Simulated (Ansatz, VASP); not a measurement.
**One calculation of SiC, two programs**

```
CELL_PARAMETERS angstrom
0.00000 2.17400 2.17400
2.17400 0.00000 2.17400
2.17400 2.17400 0.00000
ATOMIC_POSITIONS crystal
Si 0.00000 0.00000 0.00000
C 0.25000 0.25000 0.25000
```

Alike in both runs: task relaxation of cell and atoms; functional PBE; k mesh 6 × 6 × 6; occupations gaussian, width 0.1 eV; no spin polarisation.

|  | VASP | Ansatz |
| --- | --- | --- |
| version | VASP 6.6.1 | Ansatz 0.2.0 |
| potentials or method | VASP PAW PBE potentials, release 64 (Si, C) | scalar-relativistic, plane waves, PAW |
| plane-wave cutoff (eV) | 600 | 420 |
| valence electrons in the cell | 8 | 8 |

```tsv
	VASP	Ansatz	Ansatz less VASP
gap on the k mesh at the Fermi level, each at its own relaxed structure (eV)	1.36	1.37	+0.002
relaxed volume (Å³/atom)	10.50	10.50	+0.002
relaxed cell length with the largest relative difference (Å)	3.096	3.096	+0.0002
energy change over the relaxation (meV/atom)	-3	-3	-0.1
```

A k mesh can miss the band edges. Zero-point motion and thermal expansion aren't in these numbers. PBE usually gives volumes a little too large and moduli too small.
